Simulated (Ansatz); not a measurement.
# C: the cost of one run

Program: Ansatz 0.2.0. Level of theory: DFT PBEsol, scalar-relativistic, plane waves, PAW. These are calculated values, not measurements.

1 further run of the same task is left out (set aside as unsound or not needed).

### Step 1. The starting structure

The structure is hexagonal, space group P6_3/mmc (No. 194). Conventional cell: a = 2.459 Å, b = 2.459 Å, c = 7.307 Å, α = 90.00°, β = 90.00°, γ = 120.00°. C (site symmetry -6m2) has 3 C at 1.42 Å as nearest neighbours.

As a file:

```
CELL_PARAMETERS angstrom
2.45888 0.00000 0.00000
-1.22944 2.12945 0.00000
0.00000 0.00000 7.30703
ATOMIC_POSITIONS crystal
C 0.00000 0.00000 0.25000
C 0.00000 0.00000 0.75000
C 0.33333 0.66667 0.25000
C 0.66667 0.33333 0.75000
```

It goes back to an entry of the Materials Project.

It is the result of an earlier relaxation at this level (volume 9.57 Å³/atom; gap on the mesh: none (metal)).

### Step 2. Bulk reference on the slab's mesh

The input, input.yaml:

```yaml
crystal:
  lattice:
    - [2.4588792268, 0.0, 0.0]
    - [-1.2294396134, 2.1294518752, 0.0]
    - [0.0, 0.0, 7.3070295267]
  atoms:
    - { symbol: C, position: [0.0, 0.0, 0.25] }
    - { symbol: C, position: [0.0, 0.0, 0.75] }
    - { symbol: C, position: [0.3333333333, 0.6666666667, 0.25] }
    - { symbol: C, position: [0.6666666667, 0.3333333333, 0.75] }
basis:
  ecutwfc: 420
kpoints:
  mp_grid: { grid: [15, 15, 5] }
hamiltonian:
  xc: pbesol
scf:
  occupations: { method: gaussian, width: 0.1 }
output:
  forces: true
  stress: true
  eigenvalues: true
```

Launch:

```
> ansatz run input.yaml --threads 1 --pin off --max-ram 2560MiB --backend cpu --events-out ev --progress --plain --runs-dir out
```

Q: Estimate wall time and peak memory on 1 thread of Intel Xeon Platinum 8488C (Sapphire Rapids), shared host.

About 1.4 s, with a peak of 0.36 GiB.
